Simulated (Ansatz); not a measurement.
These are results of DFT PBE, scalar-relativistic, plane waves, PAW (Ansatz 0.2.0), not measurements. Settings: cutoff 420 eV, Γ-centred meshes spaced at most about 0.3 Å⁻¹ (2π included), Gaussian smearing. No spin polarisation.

All energies are static (0 K, no zero-point motion).

Two forms of WSe₂ were relaxed alike.

A.

```
W Se
1.0
     3.32102    0.00000    0.00000
    -1.66051    2.87609    0.00000
     0.00000    0.00000   16.65440
W Se
1 2
Direct
  0.00000 0.00000 0.00000
  0.33333 0.66667 0.10079
  0.33333 0.66667 0.89921
```

B.

```
W Se
1.0
     3.32066    0.00000    0.00000
    -1.66033    2.87577    0.00000
     0.00000    0.00000   15.25193
W Se
2 4
Direct
  0.33333 0.66667 0.25000
  0.66667 0.33333 0.75000
  0.33333 0.66667 0.63998
  0.66667 0.33333 0.13998
  0.33333 0.66667 0.86002
  0.66667 0.33333 0.36002
```

Problem. Which is lower in energy, and by how much?

Solution. They are level within the accuracy (2 meV/atom apart, with B the lower in these runs). A has space group P-6m2 (No. 187), 53.0 Å³/atom and a gap of 1.55 eV on its mesh; B has the 2H molybdenite type, space group P6_3/mmc (No. 194), 24.3 Å³/atom and a gap of 1.48 eV. Counting Se atoms around W (those within 1.25 times the shortest such distance or 1.15 times the sum of covalent radii), A and B both have W 6. Origin: A, reached from a Materials Project cell; B, reached from a cell as deposited in COD, among other starts.

No dispersion correction is applied, so the spacing and binding between layers, chains or molecules are poorly described (P-6m2, P6_3/mmc), and this can change margins and order among such cells. These runs have no spin–orbit coupling, which can matter for W. Kohn–Sham gaps at this level usually fall short of measured ones.
